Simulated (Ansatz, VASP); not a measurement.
**Si in VASP and in Ansatz**

INCAR

```
ALGO = Normal ; EDIFF = 1E-7
ENCUT = 520 ; GGA = PE
ISIF = 2 ; ISMEAR = 0
LASPH = True ; LCHARG = False
LREAL = False ; LWAVE = False
NBANDS = 16 ; NELM = 80
PREC = Accurate ; SIGMA = 0.05
```

File KPOINTS:

```
k-points
0
Gamma
  12 12 6
```

Contents of POSCAR:

```
Si
1.0
    3.8510822046      0.0000000000      0.0000000000
   -1.9255411023      3.3351350212      0.0000000000
    0.0000000000      0.0000000000      6.3646810974
Si
4
Direct
    0.3333333333      0.6666666667      0.0770726086
    0.6666666667      0.3333333333      0.5770726086
    0.3333333333      0.6666666667      0.4229273914
    0.6666666667      0.3333333333      0.9229273914
```

Input for Ansatz:

```yaml
crystal:
  lattice:
    - [3.8510822046, 0.0, 0.0]
    - [-1.9255411023, 3.3351350212, 0.0]
    - [0.0, 0.0, 6.3646810974]
  atoms:
    - { symbol: Si, position: [0.3333333333, 0.6666666667, 0.0770726086] }
    - { symbol: Si, position: [0.6666666667, 0.3333333333, 0.5770726086] }
    - { symbol: Si, position: [0.3333333333, 0.6666666667, 0.4229273914] }
    - { symbol: Si, position: [0.6666666667, 0.3333333333, 0.9229273914] }
basis:
  ecutwfc: 420
kpoints:
  mp_grid: { grid: [12, 12, 6] }
hamiltonian:
  xc: pbe
  pseudopotentials: { kind: paw, azcp: { folder: soft_1 } }
scf:
  occupations: { method: gaussian, width: 0.05 }
output:
  forces: true
  stress: true
  eigenvalues: true
```

Alike in both runs: task single point; functional PBE; k mesh 12 × 12 × 6; occupations gaussian, width 0.05 eV; no spin polarisation.

```csv
,VASP,Ansatz
version,VASP 6.6.1,Ansatz 0.2.0
potentials or method,"VASP PAW PBE potentials, release 64 (Si)","scalar-relativistic, plane waves, PAW"
plane-wave cutoff (eV),520,420
valence electrons in the cell,16,16
```

|  | VASP | Ansatz | Ansatz less VASP |
| --- | --- | --- | --- |
| gap on the k mesh at the Fermi level (eV) | none | none | - |
| pressure (GPa) | 1.0 | 1.0 | +0.07 |
| largest component of the traceless stress (GPa) | 8.92 | 8.99 | +0.068 |
| rms of the force components (eV/Å) | 1.679 | 1.684 | +0.0053 |

Atom by atom the forces differ by 0.005 eV/Å (rms over components). A gap of «none» marks a metal or a gap that the smearing closes. The functional is the same, so the differences come from potentials, cutoffs and numerics.

Caveats: forces of over 1 eV/Å show positions far from the minimum, so gaps and moduli don't describe the material at rest.
